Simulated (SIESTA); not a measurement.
Runs of SIESTA 5.4.2 on PbO2. It takes space group P4_2/mnm (No. 136, tetragonal). Conventional cell: a = 4.995 Å, b = 4.995 Å, c = 3.409 Å, α = 90.00°, β = 90.00°, γ = 90.00°. Pb (site symmetry mmm) is surrounded by 6 O at 2.17 to 2.18 Å. O (site symmetry m2m) is surrounded by 3 Pb at 2.17 to 2.18 Å. The cell is a database's computed one.

| task | level | potentials or basis | cell | gap on the mesh (eV) | pressure (GPa) | largest force (eV/Å) |
| --- | --- | --- | --- | --- | --- | --- |
| single point | PBEsol | PseudoDojo 0.4 standard (PBEsol files), DZP (energy shift 0.003 Ry; two zetas on semicore shells) | as given | none | 6.3 | 0.01 |
| band structure | PBEsol | PseudoDojo 0.4 standard (PBEsol files), DZP (energy shift 0.003 Ry; two zetas on semicore shells) | as given | none | 6.3 | 0.01 |
| single point | PBEsol | PseudoDojo 0.4 standard (PBEsol files), DZP (energy shift 0.003 Ry; two zetas on semicore shells) | atoms moved at random, drawn with an rms of 0.05 Å | none | 6.6 | 1.16 |
| band structure | LDA | PseudoDojo 0.4 standard (LDA files), DZP (energy shift 0.003 Ry; two zetas on semicore shells) | as given | none | 1.4 | (a) |

Alike in all rows: no spin polarisation; k mesh 6 × 6 × 8; smearing fermi-dirac 0.05 eV; grid cutoff 800 Ry; energy shift 0.003 Ry.

Problem. Estimate the missing entries.

Solution. (a) 0.05.

Caveats: the basis of atomic orbitals isn't converged, which shifts pressures, moduli and gaps; spin-orbit coupling is left out, which moves the levels of the heavy elements (some runs).

A k mesh can miss the band edges, and the runs leave out spin-orbit coupling on Pb.

A gap of «none» marks a metal or a gap under the smearing width.

Runs at the PBE level aren't shown here.
